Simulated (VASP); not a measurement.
A run of VASP 6.6.1 is set up as follows.

The input INCAR:

```
  PREC = Accurate
  ENCUT = 520
  EDIFF = 1E-6
  ISMEAR = 0
  SIGMA = 0.1
  LREAL = F
  LASPH = T
  NELM = 80
  ALGO = Normal
  ISIF = 2
  LWAVE = F
  LCHARG = F
  GGA = PE
  NBANDS = 8
```

Contents of KPOINTS:

```
Automatic mesh
0
Gamma
  6 6 6
```

Contents of POSCAR:

```
P
1.0
    2.6662388876      0.0000000000      0.0000000000
    0.0000000000      2.6662388876      0.0000000000
    0.0000000000      0.0000000000      2.6662388876
P
1
Direct
    0.5000000000      0.5000000000      0.5000000000
```

Potentials or basis: VASP PAW PBE potentials, release 64 (P).

Launch:

```sh
$ cat potpaw_PBE.64/P/POTCAR > POTCAR
$ mpirun -np 1 vasp_std > vasp.out
```

Question: What does it give for the pressure?

Answer: -15.7 GPa.

Question: Estimate the band gap on the k mesh.

Answer: None (metal or under the smearing width).

Caveat: the k mesh is coarse (spacing up to 0.39 Å⁻¹), so the values aren't converged; so large a pressure means that the cell lies far from this level's equilibrium, or that cutoff or potentials fall short.
